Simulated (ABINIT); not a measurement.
Runs of ABINIT 10.8.3 (patched build) on ZrS2. Symmetry: P-3m1, No. 164, trigonal system. Conventional cell: a = 3.691 Å, b = 3.691 Å, c = 6.041 Å, α = 90.00°, β = 90.00°, γ = 120.00°. Zr (site symmetry -3m) has 6 S at 2.57 Å as nearest neighbours. S (site symmetry 3m) is surrounded by 3 Zr at 2.57 Å. The cell is a database's computed one.

```csv
level,cell,gap on the mesh (eV),pressure (GPa)
PBE,relaxed to 20 GPa,none,20.0
PBE,relaxed to 10 GPa,0.12,10.0
PBE,relaxed to 5 GPa,0.49,5.0
PBEsol,relaxed,(a),0.0
```

Alike in all rows: task relaxation of cell and atoms; potentials or basis JTH PAW PBE v2.0; no spin polarisation; k mesh 8 × 8 × 5; cutoff (eV) 544; smearing fermi-dirac 0.05 eV.

Task: Fill in the values left out.

Result: (a) 0.83.

Caveats: this functional lacks dispersion, which binds the layers, so the pressure and a relaxed spacing across them are unreliable; an odd mesh through Γ misses points on the zone boundary, where band edges often lie (some runs); the PAW data sets were made with another functional, which shifts forces and pressure a little (some runs).

A k mesh can miss the band edges, and the runs leave out spin-orbit coupling on Zr.

A gap of «none» marks a metal or a gap under the smearing width.
